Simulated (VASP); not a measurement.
Crystal: CdTe.

```
Cd Te
1.0
     0.00000    3.20500    3.20500
     3.20500    0.00000    3.20500
     3.20500    3.20500    0.00000
Cd Te
1 1
Direct
  0.00000 0.00000 0.00000
  0.25000 0.25000 0.25000
```

The cell was built by a generator and needn't be a form met in nature.

- Program: VASP 6.6.1
- Task: relaxation of cell and atoms
- Functional: PBEsol
- Potentials or basis: VASP PAW PBE potentials, release 64 (Cd, Te)
- Cutoff: 600 eV
- k mesh: 10 × 10 × 10
- Occupations: gaussian, width 0.03 eV
- Spin: no spin polarisation

At the start: pressure 1.8 GPa; volume 32.92 Å³/atom.

Where does the relaxation end?

Over 3 steps the energy falls by 7.3 meV/atom and the volume is 34.26 Å³/atom (+4.1 %); space group F-43m (No. 216, to 0.05 Å).

The path:
```
step  energy change (eV)  largest force (eV/Å)  pressure (GPa)  volume (Å³)
   1              0.0000                0.0000            1.81        65.84
   2             -0.0129                0.0000           -0.54        69.46
   3             -0.0145                0.0000           -0.01        68.52
```

Final structure:
```
CELL_PARAMETERS angstrom
0.00000 3.24777 3.24777
3.24777 0.00000 3.24777
3.24777 3.24777 0.00000
ATOMIC_POSITIONS crystal
Cd 0.00000 0.00000 0.00000
Te 0.25000 0.25000 0.25000
```

Caveat: the PAW data sets were made with another functional, which shifts forces and pressure a little.
